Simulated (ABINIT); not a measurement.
The system is TiB2.

```
CELL_PARAMETERS angstrom
3.02920 0.00000 0.00000
-1.51460 2.62336 0.00000
0.00000 0.00000 3.22840
ATOMIC_POSITIONS crystal
Ti 0.00000 0.00000 0.00000
B 0.66667 0.33333 0.50000
B 0.33333 0.66667 0.50000
```

* Program: ABINIT 10.8.3 (patched build)
* Task: relaxation of cell and atoms
* Functional: LDA-PZ
* Potentials or basis: JTH PAW LDA v2.0
* Cutoff: 408 eV
* k mesh: 10 × 10 × 8
* Occupations: fermi-dirac, width 0.05 eV
* Spin: no spin polarisation

At the start: pressure -10.2 GPa; volume 8.55 Å³/atom.

Problem. How do energy, volume and symmetry change on relaxing?

Solution. Over 4 steps the energy falls by 10.7 meV/atom and the volume is 8.22 Å³/atom (-3.8 %); space group P6/mmm (No. 191, to 0.05 Å).

Step by step:
```csv
step,energy change (eV),largest force (eV/Å),pressure (GPa),volume (Å³)
1,0.0000,0.0000,-10.15,25.66
2,-0.0307,0.0000,-2.18,24.87
3,-0.0321,0.0000,0.10,24.66
4,-0.0321,0.0000,0.00,24.67
```

Final structure:
```
Ti B
1.0
     2.98997    0.00000    0.00000
    -1.49499    2.58939    0.00000
     0.00000    0.00000    3.18660
Ti B
1 2
Direct
  0.00000 0.00000 0.00000
  0.66667 0.33333 0.50000
  0.33333 0.66667 0.50000
```

Caveat: the atomic spheres overlap.
